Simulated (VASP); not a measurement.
# CO2 (P4_2/mnm) in VASP: a series of runs, part 2 of 2

VASP 6.6.1. Earlier steps stand in the parts before.

## (5) Single point, r2SCAN

INCAR reads:

```
PREC = Accurate
ENCUT = 460
EDIFF = 0.001
ISMEAR = 0
SIGMA = 0.05
LREAL = False
LASPH = True
NELM = 100
ALGO = Normal
ISIF = 2
LWAVE = False
LCHARG = False
METAGGA = R2SCAN
LMIXTAU = True
ADDGRID = False
```

KPOINTS reads:

```
regular mesh
0
Gamma
  6 6 5
```

POSCAR reads:

```
CO2
1.0
    4.2272127900      0.0000000000      0.0000000000
    0.0000000000      4.2272127900      0.0000000000
    0.0000000000      0.0000000000      4.6877715900
O C
4 2
Direct
    0.7998550000      0.8106260000     -0.0015650000
    0.2049920000      0.2030910000     -0.0012650000
    0.6721320000      0.3073690000      0.5000860000
    0.3101930000      0.6757250000      0.4907480000
   -0.0081430000      0.0098620000     -0.0042660000
    0.4753520000      0.5019460000      0.5043420000
```

Potentials or basis: VASP PAW PBE potentials, release 64 (O, C).

The run is started by

```
$ cat potpaw_PBE.64/O/POTCAR potpaw_PBE.64/C/POTCAR > POTCAR
$ mpirun -np 1 vasp_std > vasp.out
```

OUTCAR:

```text
PREC = Accurate
   ENCUT = 460
   EDIFF = 0.001
   ISMEAR = 0
   LREAL = False
   LASPH = True
   NELM = 100
   ISIF = 2
   METAGGA = R2SCAN

 Found     92 irreducible k-points:

 Following reciprocal coordinates:
            Coordinates               Weight
  0.000000  0.000000  0.000000      1.000000
  0.166667  0.000000  0.000000      2.000000
  0.000000  0.166667  0.000000      2.000000
  0.333333  0.000000  0.000000      2.000000
  0.000000  0.333333  0.000000      2.000000
  0.500000  0.000000  0.000000      1.000000
   k-points           NKPTS =     92   k-points in BZ     NKDIM =     92   number of bands    NBANDS=     20
   number of dos      NEDOS =    301   number of ions     NIONS =      6
   total plane-waves  NPLWV =  32400
   dimension x,y,z NGX =    30 NGY =   30 NGZ =   36
   dimension x,y,z NGXF=    60 NGYF=   60 NGZF=   72
   ions per type =               4   2
   NGX,Y,Z   is equivalent  to a cutoff of  11.80, 11.80, 12.77 a.u.
   NGXF,Y,Z  is equivalent  to a cutoff of  23.60, 23.60, 25.53 a.u.
 SYSTEM =  unknown system
   PREC   = accura    normal or accurate (medium, high low for compatibility)
   ISTART =      0    job   : 0-new  1-cont  2-samecut
   ICHARG =      2    charge: 1-file 2-atom 10-const
   ISPIN  =      1    spin polarized calculation?
   LNONCOLLINEAR =      F non collinear calculations
   LSORBIT =      F    spin-orbit coupling
   LASPH  =      T    aspherical Exc in radial PAW
   ENCUT  =  460.0 eV  33.81 Ry    5.81 a.u.   7.39  7.39  8.20*2*pi/ulx,y,z
   NELM   =    100;   NELMIN=  2; NELMDL= -5     # of ELM steps
   EDIFF  = 0.1E-02   stopping-criterion for ELM
   LREAL  =      F    real-space projection
   EDIFFG = 0.1E-01   stopping-criterion for IOM
   NSW    =      0    number of steps for IOM
   IBRION =     -1    ionic relax: 0-MD 1-quasi-New 2-CG
   NFREE  =      0    steps in history (QN), initial steepest desc. (CG)
   ISIF   =      2    stress and relaxation
   ISYM   =      2    0-nonsym 1-usesym 2-fastsym
   POTIM  = 0.5000    time-step for ionic-motion
   TEBEG  =    0.0;   TEEND  =   0.0 temperature during run
   PSTRESS=    0.0 pullay stress
   NELECT =      32.0000    total number of electrons
   NUPDOWN=      -1.0000    fix difference up-down
   EMIN   =  10.00;   EMAX   =-10.00  energy-range for DOS
   EFERMI =   0.00;   METHOD = LEGACY
   ISMEAR =     0;   SIGMA  =   0.05  broadening in eV -4-tet -1-fermi 0-gaus
   EFERMI_NEDOS =   21; number of points for ismear=-14 and -15
   IALGO  =     38    algorithm
   IMIX   =      4    mixing-type and parameters
     AMIX     =   0.40;   BMIX     =  1.00
     AMIX_MAG =   1.60;   BMIX_MAG =  1.00
  volume/ion in A,a.u.               =      13.96        94.21
  Fermi-wavevector in a.u.,A,eV,Ry     =   1.187864  2.244737 19.198094  1.411020
  Thomas-Fermi vector in A             =   2.324006
   LORBIT       =      0    0 simple, 1 ext, 2 COOP (PROOUT), +10 PAW based schemes
   METAGGA = R2SCAN    functional components
   LHFCALC =     F    Hartree Fock is set to
   AEXX    =    0.0000 exact exchange contribution
   IVDW    =     0    specifies the selected vdW correction
   LEPSILON=     F    determine dielectric tensor
   LRPA    =     F    only Hartree local field effects (RPA)
 non-spin polarized calculation
 Gauss-broadening in eV      SIGMA  =   0.05
  energy-cutoff  :      460.00
  volume of cell :       83.77
 maximum number of plane-waves:      1905
 NGX is ok and might be reduce to    30
   NGX = 15   NGY = 15   NGZ = 17

 number of electron      31.9999991 magnetization

 Free energy of the ion-electron system (eV)
  ---------------------------------------------------
  ext. energy  EPLUGINS =         0.00000000
  ---------------------------------------------------
  free energy    TOTEN  =       -49.67393292 eV

  energy without entropy =      -49.67393292  energy(sigma->0) =      -49.67393292

 E-fermi :  -3.2227     XC(G=0):  -8.5213

 val. band max:       -3.4795351918   @ k =   0.5000   0.5000   0.4000
 cond. band min:       3.5501937173   @ k =   0.0000   0.0000   0.0000
 fundamental gap:      7.0297289091
 Fermi energy:        -3.2226523531

 k-point     1 :       0.0000    0.0000    0.0000
  band No.  band energies     occupation
      1     -27.6945      2.00000
      2     -25.3629      2.00000
      3     -24.1504      2.00000
      4     -23.8850      2.00000
      5      -9.5746      2.00000
      6      -9.2351      2.00000
[... 12 lines left out ...]
     19       4.5868      0.00000
     20       6.4828      0.00000

 k-point     2 :       0.1667    0.0000    0.0000
  band No.  band energies     occupation
      1     -27.6912      2.00000
      2     -25.3534      2.00000
      3     -24.1526      2.00000
      4     -23.8939      2.00000
      5      -9.5584      2.00000
      6      -9.1861      2.00000
[... 12 lines left out ...]
     19       4.6414      0.00000
     20       6.5205      0.00000

 k-point     3 :       0.0000    0.1667    0.0000
  band No.  band energies     occupation
      1     -27.6911      2.00000
      2     -25.3539      2.00000
      3     -24.1568      2.00000
      4     -23.8888      2.00000
      5      -9.5612      2.00000
      6      -9.1847      2.00000
[... 12 lines left out ...]
     19       4.6387      0.00000
     20       6.5026      0.00000

 k-point     4 :       0.3333    0.0000    0.0000
  band No.  band energies     occupation
      1     -27.6854      2.00000
      2     -25.3346      2.00000
      3     -24.1583      2.00000
      4     -23.9122      2.00000
      5      -9.5480      2.00000
      6      -9.1118      2.00000
[... 12 lines left out ...]
     19       5.0242      0.00000
     20       6.5913      0.00000

 k-point     5 :       0.0000    0.3333    0.0000
  band No.  band energies     occupation
      1     -27.6852      2.00000
      2     -25.3361      2.00000
      3     -24.1711      2.00000
      4     -23.8969      2.00000
      5      -9.5593      2.00000
      6      -9.1095      2.00000
[... 12 lines left out ...]
     19       5.0444      0.00000
     20       6.5435      0.00000

 k-point     6 :       0.5000    0.0000    0.0000
  band No.  band energies     occupation
      1     -27.6825      2.00000
      2     -25.3249      2.00000
      3     -24.1617      2.00000
      4     -23.9214      2.00000
      5      -9.5549      2.00000
      6      -9.0799      2.00000
[... 12 lines left out ...]
     19       5.9021      0.00000
     20       6.4128      0.00000

 [... further k-points ...]
[... 5 lines left out ...]
  --------------------------------------------------------------------------------------
  -------------------------------------------------------------------------------------
  Total        9.9442680     11.7015364     -0.4992660    -16.8850156     -1.2044018      1.0939231
  in kB      190.1992240    223.8096507     -9.5492196   -322.9515597    -23.0360136     20.9229395
  external PRESSURE =     134.8198851 kB  Pullay stress =       0.0000000 kB

 VOLUME and BASIS-vectors are now :
 -----------------------------------------------------------------------------
  energy-cutoff  :      460.00
  volume of cell :       83.77
      direct lattice vectors                 reciprocal lattice vectors
     4.227212790  0.000000000  0.000000000     0.236562494  0.000000000  0.000000000
     0.000000000  4.227212790  0.000000000     0.000000000  0.236562494  0.000000000
     0.000000000  0.000000000  4.687771590     0.000000000  0.000000000  0.213320974

 POSITION                                       TOTAL-FORCE (eV/Angst)
 -----------------------------------------------------------------------------------
      3.38116      3.42669      4.68044         0.322951      0.576175     -0.085075
      0.86654      0.85851      4.68184        -3.179221     -2.573307     -0.124879
      2.84124      1.29931      2.34429         0.854424     -0.971913      0.347759
      1.31125      2.85643      2.30051       -18.264744     18.974214     -1.195673
      4.19279      0.04169      4.66777         2.758464      2.024902      0.202482
      2.00941      2.12183      2.36424        17.508127    -18.030071      0.855385
 -----------------------------------------------------------------------------------
    total drift:                               -0.004094      0.003411     -0.001148

  FREE ENERGIE OF THE ION-ELECTRON SYSTEM (eV)
  ---------------------------------------------------
  free  energy   TOTEN  =       -49.6739329224 eV

  energy  without entropy=      -49.6739329224  energy(sigma->0) =      -49.67393292
```

stdout:

```text
POSCAR found type information on POSCAR O C
 POSCAR found :  2 types and       6 ions
 scaLAPACK will be used
 -----------------------------------------------------------------------------
|                                                                             |
|                                                                             |
|     You enforced a specific xc type in the INCAR file but a different       |
|     I HOPE YOU KNOW WHAT YOU ARE DOING!                                     |
|                                                                             |
 -----------------------------------------------------------------------------

 LDA part: xc-table for (None), standard interpolation
 POSCAR, INCAR and KPOINTS ok, starting setup
 FFT: planning ... GRIDC
 FFT: planning ... GRID_SOFT
 FFT: planning ... GRID
 WAVECAR not read
 entering main loop
```

Run time: 3 min. Hardware: 1 thread of Intel Xeon 6975P-C (Granite Rapids), shared host; peak memory 0.24 GiB.

These settings aren't checked as converged: the numbers below hold their error.

What came out:

```yaml
Free_energy: -49.6739 eV
Pressure: 13.5 GPa
Largest_force: 26.364 eV/Å
Band_gap_on_the_k_mesh: 7.03 eV, indirect (least direct gap 7.44 eV)
```

Caveat: the cutoff is under 1.25 times the usual one of these potentials, so pressure, stress and relaxed cells hold a basis-set (Pulay) error; the standard files for N, O and F lose accuracy on very short bonds; the PAW data sets were made with another functional, which shifts forces and pressure a little; an odd mesh through Γ misses points on the zone boundary, where band edges often lie.

## (6) Single point, r2SCAN

Changes to INCAR since step 5:

```diff
@@ -2,3 +2,3 @@
 ENCUT = 460
-EDIFF = 0.001
+EDIFF = 1E-4
 ISMEAR = 0
```

KPOINTS is that of step 5.

POSCAR reads:

```
CO2
1.0
    4.2272127900      0.0000000000      0.0000000000
    0.0000000000      4.2272127900      0.0000000000
    0.0000000000      0.0000000000      4.6877715900
O C
4 2
Direct
    0.8048268600      0.8048268600      0.0000000000
    0.1951731400      0.1951731400      0.0000000000
    0.6951731400      0.3048268600      0.5000000000
    0.3048268600      0.6951731400      0.5000000000
    0.0000000000      0.0000000000      0.0000000000
    0.5000000000      0.5000000000      0.5000000000
```

Potentials or basis: VASP PAW PBE potentials, release 64 (O, C).

The run is started by

```
$ cat potpaw_PBE.64/O/POTCAR potpaw_PBE.64/C/POTCAR > POTCAR
$ mpirun -np 1 vasp_std > vasp.out
```

Run time: 81 s. Hardware: 1 thread of Intel Xeon 6975P-C (Granite Rapids), shared host; peak memory 0.19 GiB.

The run converged, but some of its settings lie outside the range that counts as converged, so its numbers aren't taken as properties of the crystal.

Results:

| Item | Value |
| --- | --- |
| Free energy | -51.4849 eV |
| Pressure | -0.5 GPa |
| Largest force | 0.062 eV/Å |
| Band gap on the k mesh | 7.16 eV, indirect (least direct gap 7.64 eV) |

Caveat: the cutoff is under 1.25 times the usual one of these potentials, so pressure, stress and relaxed cells hold a basis-set (Pulay) error; the standard files for N, O and F lose accuracy on very short bonds; the PAW data sets were made with another functional, which shifts forces and pressure a little; an odd mesh through Γ misses points on the zone boundary, where band edges often lie.
